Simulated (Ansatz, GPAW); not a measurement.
# Ballistic transport through a C6 chain between two Ru chains, from relaxation to T(E), part 2 of 4

Aim: the conductance of a C6 chain between two Ru chains after relaxation, and whether geometry, basis or functional moves it most.

GPAW 26.7.0 and Ansatz 0.2.0; Ansatz plane waves; relaxation of the junction with the lead ends held; PAW set soft_1 (the session's first sound run).

So far. Step 2 (Relaxing the atoms): The relaxation lowered the energy of the cell by 2.62 eV.

## Step 3: Plane waves, PBE

A plane-wave run comes first: its basis does not favour the atoms, so it serves as the reference for the orbital bases.

This step: Ansatz plane waves; Landauer transmission by layers, zero bias; PAW set soft_1 (Ansatz 0.2.0).

Input file input.yaml:

```yaml
crystal:
  lattice:
    - [9.0, 0.0, 0.0]
    - [0.0, 9.0, 0.0]
    - [0.0, 0.0, 43.587]
  atoms:
    - { symbol: Ru, position: [0.5, 0.5, 0.0258104481] }
    - { symbol: Ru, position: [0.5, 0.5, 0.0774313442] }
    - { symbol: Ru, position: [0.5, 0.5, 0.1290522403] }
    - { symbol: Ru, position: [0.5, 0.5, 0.1806731365] }
    - { symbol: Ru, position: [0.5, 0.5, 0.2322940326] }
    - { symbol: Ru, position: [0.5, 0.5, 0.2839149288] }
    - { symbol: Ru, position: [0.5080364017, 0.4147009577, 0.3337091675] }
    - { symbol: Ru, position: [0.5004614878, 0.513466061, 0.379228995] }
    - { symbol: C, position: [0.5054453853, 0.4708077087, 0.424950706] }
    - { symbol: C, position: [0.5065789286, 0.464675238, 0.4544518023] }
    - { symbol: C, position: [0.5072757486, 0.4636139794, 0.4853279109] }
    - { symbol: C, position: [0.5075697876, 0.4637287315, 0.5146190821] }
    - { symbol: C, position: [0.5078823116, 0.4651535336, 0.5454975632] }
    - { symbol: C, position: [0.5065713804, 0.4711138372, 0.5749985022] }
    - { symbol: Ru, position: [0.4932795744, 0.5117895494, 0.6207698547] }
    - { symbol: Ru, position: [0.5286625992, 0.4191563512, 0.6662801719] }
    - { symbol: Ru, position: [0.5, 0.5, 0.7160850712] }
    - { symbol: Ru, position: [0.5, 0.5, 0.7677059674] }
    - { symbol: Ru, position: [0.5, 0.5, 0.8193268635] }
    - { symbol: Ru, position: [0.5, 0.5, 0.8709477597] }
    - { symbol: Ru, position: [0.5, 0.5, 0.9225686558] }
    - { symbol: Ru, position: [0.5, 0.5, 0.9741895519] }
kpoints:
  mp_grid: { grid: [1, 1, 2] }
hamiltonian:
  xc: pbe
  pseudopotentials: { kind: paw, azcp: { folder: soft_1 } }
scf:
  occupations: { method: fermi_dirac, width: 0.1 }
output:
  transmission:
    leads: [[0, 1]]
    e_range: [-2, 2]
    de: 0.025
    kmesh: [1, 1]
    reduced_basis: true
  write_potential: true
  write_density: true
  volumetric_format: npy
  elf: true
```

On the command line:

```sh
> ansatz run input.yaml --threads 4 --pin off --max-ram 8192MiB --backend cpu --events-out ev --progress --plain --runs-dir out
```

Numbers of over 12 decimals in the logs are rounded to 6 here.

Log:

```text
[...]
Crystal: 22 atoms, lattice volume = 3530.547 Å³
Basis set: ecut = 420 eV, 68965 PW (Γ)
Bands: 168, of which v1, the nominal top of the filled ones, is band 140 counted from 1 (139 counted from 0)
Symmetry: 1 space group operations
[...]
k-points: 2
[...]
SCF iter   1: F=—  HF=-95506.800956 eV  |F-HF|=—  |Δ(HF+E_count)|=         —  Δρ=3.21e-2  dr2=1.13e2  ethr=3.10e-3  ⟨swp⟩=7.0  Hψ=1224  notcnv=0
[...]
SCF iter  12: F=-95494.272957 eV  HF=-95494.272957 eV  |F-HF|=1.88e-8  |Δ(HF+E_count)|=   7.09e-8  Δρ=7.05e-7  dr2=4.02e-8  ethr=3.57e-11  ⟨swp⟩=7.5  Hψ=949  notcnv=0
SCF 1 converged in 12 iterations: F = -95494.272957 eV  dr2 = 4.02e-8
[...]
transmission: 54 of 324 steps passed
transmission: 108 of 324 steps passed
[...]
transmission: 324 of 324 steps passed
WARN: The output density's exchange-correlation potential varies sharply where the density is thin. Do not read a vacuum level from v_tot or v_xc, or from such a field of the output density. On a cell that repeats whose density bears no net charge and no dipole along the vacuum's axis use v_es (v_loc + v_h of the components); under efield.dipole_correction with no amplitude use v_es + v_field, which holds any externa [...]
SCF converged after 12 iterations
Free energy (F): -95494.272957 eV
[...]
Internal energy: -95492.546282 eV  (E = F + TS)
E sigma→0 (E₀):  -95493.409620 eV
Entropy (-TS):   -1.726676 eV (-78.485 meV/atom)
Fermi energy:    -3.182872 eV
[...]
--- Band table (eV) ---
  k-point 0: bands = [... 136 lower, -3.2994, -3.2526, -3.2147, -3.2031, -3.1987, -3.0991, -3.0732, -3.0567, ... 24 higher]
  k-point 1: bands = [... 136 lower, -3.3445, -3.2255, -3.2112, -3.1994, -3.1588, -3.1242, -3.1186, -3.0526, ... 24 higher]
--- Transmission ---
  basis      : 717 plane waves across, 54 finite elements along
  points     : 1, standing for a mesh of 1 x 1
  filling    : by the input's occupations and mesh, since the crystals that have channels conduct as metals do. If one of these is a semiconductor, that mesh has misplaced its level
  energies   : 161 from -2.000000 to 2.000000 eV about the Fermi level, 0.025000 eV apart; the leads are filled to 0.000000 eV, and channels, transmission and decay are at 0.000000 eV
  crystal 0  : Ru1, at the sites [0, 1], period 2.2500 Å, over 27.00 Å; its Hamiltonian steps by up to 4.0 meV
    offset         : up to 0.0000 Å between an atom of the period and one for which it stands
    filled         : 12.0 meV under the level at which it is neutral
    channels       : 6.000000e0 a spin
    conductance    : 5.7388e14 S/m² at 300 K; may be off by some 0.0 % by where its bands' edges are placed, 0.0 % from the distance to neutral
  junction   : crystal 0 to crystal 0, 0.70 to 42.03 Å
    transmission   : 1.501171e0 a spin
    error estimate : 5.873510e-4 a spin from the reduction of the transverse basis, at the most 8.336852e-3 at -0.375000 eV
    conductance    : 1.4191e14 S/m² at 300 K (1.4192e14 on every other energy)
    error estimate : 0.0 % from the energy spacing and 0.0 % from band edges of the leads and from resonances (wavevectors taken as independent; lower de), 0.1 % from the reduction of the transverse basis, 1.6 % from the steps of its leads' Hamiltonians or their offsets (lay more layers), 2.4 % from the distance to neutral
    resistance     : 5.3040e-3 Ω µm² beyond half of each lead's own
```

Run time: 4.2 min. Hardware: 4 threads of Arm Neoverse V2, shared host; peak memory 5.6 GiB.

The column dr2 measures how far the density is from self-consistency, as an energy; F and HF (Harris–Foulkes) agree once it is small.

Numbers from this step:

```yaml
free_energy: -95494.2730 eV
lead_level: 0 eV from the Fermi level
transmission_at_the_fermi_level_one_spin: 1.501
open_channels_of_the_lead_at_the_fermi_level_one_spin: 6
step_of_the_potential_along_the_lead: 4 meV
offset_of_the_lead: 0 Å
filling_of_the_lead_less_its_bulk_value_in_size: 12 meV
conductance: 1.484 G₀
```

One spin. Table of transmission, zone mean by energy, zero at the Fermi level:

```tsv
energy (eV)	transmission, zone mean
-2.000	0.168
-1.900	0.198
-1.800	0.250
-1.700	0.336
-1.600	0.487
-1.500	0.820
-1.400	1.59
-1.300	1.61
-1.200	1.78
-1.175	1.79
-1.100	1.73
-1.000	1.42
-0.900	1.15
-0.800	1.02
-0.700	0.970
-0.600	0.989
-0.500	1.09
-0.400	1.35
-0.300	1.74
-0.225	1.84
-0.200	1.83
-0.100	1.72
0.000	1.50
0.100	1.13
0.200	0.652
0.300	0.934
0.400	1.25
0.500	1.48
0.550	1.50
0.600	1.44
0.700	1.13
0.800	0.785
0.900	0.533
1.000	0.370
1.100	0.266
1.200	0.200
1.300	0.156
1.400	0.127
1.500	0.109
1.600	0.0977
1.700	0.0929
1.800	0.0917
1.900	0.0938
2.000	0.101
```

One spin. Table of open channels, zone mean by energy, zero at the Fermi level:

```tsv
energy (eV)	open channels, zone mean
-2.000	3
-1.800	3
-1.600	3
-1.400	3
-1.200	5
-1.000	6
-0.800	6
-0.600	6
-0.400	6
-0.200	6
0.000	6
0.200	6
0.400	4
0.600	4
0.800	4
1.000	4
1.200	4
1.400	4
1.600	4
1.800	3
2.000	3
```

Crystal 0, spin -, k parallel (0, 0); distinct values, listed up to 1.5 1/Å. Im kz of the slowest decaying states against energy, zero at the Fermi level:

```tsv
energy (eV)	decay 1 (Å⁻¹)	decay 2 (Å⁻¹)	decay 3 (Å⁻¹)	decay 4 (Å⁻¹)
-2.000	0.500	0.608	0.609	1.26
-1.800	0.435	0.518	0.519	1.24
-1.600	0.359	0.402	0.403	1.22
-1.400	0.221	0.223	0.262	1.20
-1.200	0.0907	1.17	1.18	1.25
-1.000	1.15	1.15	1.22	1.33
-0.800	1.13	1.13	1.20	1.31
-0.600	1.11	1.11	1.18	1.29
-0.400	1.08	1.08	1.16	1.27
-0.200	1.06	1.06	1.13	1.25
0.000	1.03	1.03	1.11	1.23
0.200	1.01	1.01	1.09	1.20
0.400	0.281	0.281	0.982	0.982
0.600	0.394	0.394	0.956	0.956
0.800	0.473	0.473	0.929	0.929
1.000	0.535	0.535	0.901	0.902
1.200	0.587	0.587	0.873	0.873
1.400	0.630	0.630	0.844	0.845
1.600	0.667	0.667	0.815	0.815
1.800	0.0982	0.7	0.700	0.785
2.000	0.187	0.729	0.729	0.755
```

Crystal 0, spin -, k parallel (0, 0). The Re kz of states that move upwards by energy, zero at the Fermi level:

```tsv
energy (eV)	channel 1 (Å⁻¹)	channel 2 (Å⁻¹)	channel 3 (Å⁻¹)	channel 4 (Å⁻¹)	channel 5 (Å⁻¹)	channel 6 (Å⁻¹)
-2.000	-0.758	-0.757	0.629	-	-	-
-1.800	-0.721	-0.720	0.651	-	-	-
-1.600	-0.686	-0.685	0.673	-	-	-
-1.400	-0.652	-0.651	0.696	-	-	-
-1.200	-0.618	-0.617	0.264	0.265	0.719	-
-1.000	-0.586	-0.585	0.227	0.445	0.446	0.742
-0.800	-0.553	-0.553	0.333	0.581	0.581	0.767
-0.600	-0.522	-0.521	0.412	0.702	0.702	0.792
-0.400	-0.490	-0.489	0.476	0.818	0.818	0.820
-0.200	-0.459	-0.458	0.531	0.848	0.939	0.939
0.000	-0.428	-0.427	0.580	0.878	1.08	1.08
0.200	-0.396	-0.396	0.623	0.911	1.32	1.32
0.400	-0.365	-0.364	0.661	0.946	-	-
0.600	-0.333	-0.333	0.696	0.984	-	-
0.800	-0.301	-0.301	0.727	1.03	-	-
1.000	-0.269	-0.268	0.756	1.07	-	-
1.200	-0.236	-0.235	0.783	1.12	-	-
1.400	-0.201	-0.200	0.807	1.18	-	-
1.600	-0.166	-0.165	0.831	1.27	-	-
1.800	-0.128	-0.127	0.853	-	-	-
2.000	-0.0872	-0.0861	0.875	-	-	-
```

The electrostatic potential energy of an electron (with the applied field's), less the Fermi level, planar mean oscillates, so the rows of the table below give means over windows of 2.18 Å about each position, cut where the curve ends. Its first 14 maxima inside the range that stand out by 2 % of the span (Å: eV): 2.2: 4.61, 4.5: 4.61, 6.7: 4.59, 9.0: 4.61, 11.2: 4.55, 13.5: 4.41, 15.5: 4.20, 17.7: 4.90, 19.2: 4.95, 20.5: 4.94, 21.8: 4.93, 23.1: 4.94, 24.4: 4.95, 25.9: 4.90. Its first 14 minima: 1.2: 2.52, 3.3: 2.53, 5.7: 2.52, 7.8: 2.52, 10.2: 2.51, 12.3: 2.44, 14.5: 2.41, 16.6: 2.46, 18.5: 4.30, 19.8: 4.35, 21.2: 4.33, 22.4: 4.33, 23.8: 4.35, 25.1: 4.30.

Electrostatic potential energy of an electron (with the applied field's), less the Fermi level, planar mean against z; means over each step:

```tsv
z (Å)	electrostatic potential energy of an electron (with the applied field's), less the Fermi level, planar mean (eV)
1.09	3.57
3.27	3.58
5.45	3.57
7.63	3.57
9.81	3.56
11.99	3.51
14.17	3.43
16.35	3.43
18.53	4.66
20.71	4.59
22.89	4.59
25.07	4.66
27.25	3.42
29.43	3.43
31.61	3.51
33.79	3.57
35.97	3.57
38.15	3.57
40.33	3.58
42.51	3.49
```

The valence density, planar mean oscillates, so the rows of the table below give means over windows of 2.18 Å about each position, cut where the curve ends. Its first 14 maxima inside the range that stand out by 2 % of the span (Å: e/Å³): 1.2: 0.178, 3.3: 0.178, 5.7: 0.178, 7.8: 0.178, 10.2: 0.178, 12.3: 0.179, 14.5: 0.179, 16.6: 0.178, 19.5: 0.0409, 21.5: 0.0401, 24.1: 0.0409, 27.0: 0.178, 29.1: 0.179, 31.2: 0.179. Its first 14 minima: 2.2: 0.0261, 4.5: 0.0256, 6.7: 0.0259, 9.0: 0.0258, 11.2: 0.0258, 13.5: 0.0277, 15.5: 0.0345, 17.6: 0.0225, 20.5: 0.0343, 23.1: 0.0343, 26.0: 0.0224, 28.0: 0.0345, 30.1: 0.0277, 32.4: 0.0258.

Table of valence density, planar mean by z; means over each step:

```tsv
z (Å)	valence density, planar mean (e/Å³)
1.09	0.0898
3.27	0.0898
5.45	0.0897
7.63	0.0896
9.81	0.0895
11.99	0.0894
14.17	0.0914
16.35	0.0918
18.53	0.0349
20.71	0.0372
22.89	0.0372
25.07	0.0348
27.25	0.0920
29.43	0.0914
31.61	0.0893
33.79	0.0894
35.97	0.0895
38.15	0.0896
40.33	0.0898
42.51	0.0947
```

Valence density in the cb plane at fractional x = 0.507, with atoms of Ru and C within 0.2 Å of it. It is the smooth field of the valence electrons, not physical close to the nuclei.

Ten steps, logarithmic in the rise over the least value, from '0' (0 e/Å³) to '9' (11 e/Å³), each cell a mean:
```
00000000000000000000000000000000000000000000
00000000000000000000000000000000000000000000
00000000000000000000000000000000000000000000
00000000000000000000000000000000000000000000
00000000000000000000000000000000000000000000
00000000000000000000000000000000000000000000
00000000000000000000000000000000000000000000
01100000000000000001100000000000000000000000
22221112221000000123321100000000000000000000
45643235653111111357652222211111111111111222
68875468885322323489974344444333333333334444
79986479996445654589985555555555555555555555
79986468986468885579874565666666566666666665
57764346764479996456643455565555566555555555
23432223433369986333222233344444444444444433
11111111112247764211111111122211222221122111
00000000001123432100000000000000000000000000
00000000000011110000000000000000000000000000
00000000000000000000000000000000000000000000
00000000000000000000000000000000000000000000
00000000000000000000000000000000000000000000
00000000000000000000000000000000000000000000
00000000000000000000000000000000000000000000
00000000000000000000000000000000000000000000
```
Columns run along c (16.0 Å, from fractional 0.22 to 0.59 of the cell), rows up along b (9.0 Å). Atoms in or near the plane, at fractional coordinates: Ru at (0.23, 0.50), Ru at (0.28, 0.50), Ru at (0.33, 0.41), Ru at (0.38, 0.51), C at (0.42, 0.47), C at (0.45, 0.46), C at (0.49, 0.46), C at (0.51, 0.46), C at (0.55, 0.47), C at (0.57, 0.47).

ELF in the cb plane at fractional x = 0.507, with atoms of Ru and C within 0.2 Å of it. It is the smooth field of the valence electrons, not physical close to the nuclei.

Ten even steps from '0' (0.00) to '9' (0.86), each cell a mean:
```
00000000000000000000000000000000000000000000
00000000000000000000000000000000000000000000
00000000000000000000000000000000000000000000
00000000000000000000000000000000000000000000
00000000000000000000000000000000000000000000
00000000000000000000000000000000000000111111
00000000000000000000000011100111111111112222
11111000001100001111111111111122211111222222
34333221233322123334421123211333311222232222
67666554566655456666742356522344322454332455
98888778789877878987973566633433334666533666
95697489569858965984793566644454335666534666
81495189229616941981594466644666534666534666
95797389459737964985795355434666534565433566
98898788789878878987884223334666533333233233
66677655667765556766663122323565323322232222
33344322234432223433321112222233223322222212
11111100011110001111110011111122222211111111
00000000000000000000000000111111111110000001
00000000000000000000000000001111111000000000
00000000000000000000000000000011000000000000
00000000000000000000000000000000000000000000
00000000000000000000000000000000000000000000
00000000000000000000000000000000000000000000
```
Columns run along c (16.0 Å, from fractional 0.41 to 0.78 of the cell), rows up along b (9.0 Å). Atoms in or near the plane, at fractional coordinates: C at (0.42, 0.47), C at (0.45, 0.46), C at (0.49, 0.46), C at (0.51, 0.46), C at (0.55, 0.47), C at (0.57, 0.47), Ru at (0.62, 0.51), Ru at (0.67, 0.42), Ru at (0.72, 0.50), Ru at (0.77, 0.50).

Electrostatic potential energy in the cb plane at fractional x = 0.507, with atoms of Ru and C within 0.2 Å of it. With pseudopotentials it is smooth inside the atoms' cores, unlike the true potential.

Ten even steps from '0' (-70 eV) to '9' (2 eV), each cell a mean:
```
99999999999999999999999999999999999999999999
99999999999999999999999999999999999999999999
99999999999999999999999999999999999999999999
99999999999999999999999999999999999999999999
99999999999999999999999999999999999999999999
99999999999999999999999999999999999999999999
99999999999999999999999999999999999999999999
99999999999999999999999999999999999999999999
99999999999999999999999888899999999989999989
99999999999999999999998743589999998656888755
87888888889888988887887300168989986101486200
52364356336535643652377100057656884000275000
30141034014202410330167300166101474000375100
63463255225424632553488754674000277423687423
98888788778878887888899988885000388878999878
99999999999999999999999999997534789999999999
99999999999999999999999999999888999999999999
99999999999999999999999999999999999999999999
99999999999999999999999999999999999999999999
99999999999999999999999999999999999999999999
99999999999999999999999999999999999999999999
99999999999999999999999999999999999999999999
99999999999999999999999999999999999999999999
99999999999999999999999999999999999999999999
```
Columns run along c (16.0 Å, from fractional 0.41 to 0.78 of the cell; values clipped at the 3rd and 97th percentile), rows up along b (9.0 Å). Atoms in or near the plane, at fractional coordinates: C at (0.42, 0.47), C at (0.45, 0.46), C at (0.49, 0.46), C at (0.51, 0.46), C at (0.55, 0.47), C at (0.57, 0.47), Ru at (0.62, 0.51), Ru at (0.67, 0.42), Ru at (0.72, 0.50), Ru at (0.77, 0.50).

T at the Fermi level is 1.50 of 6 open channels a spin.

[end of part 2 of 4]

[Logs are printed without paths, hosts, clocks, repeated set-up lines and the standing remarks that a program may print on its own settings, such as how far it seeks lower states.]

[Hosts, paths, dates, database ids (printed as entryN), source tags and the programs' standing remarks are cut or masked in the printed files.]
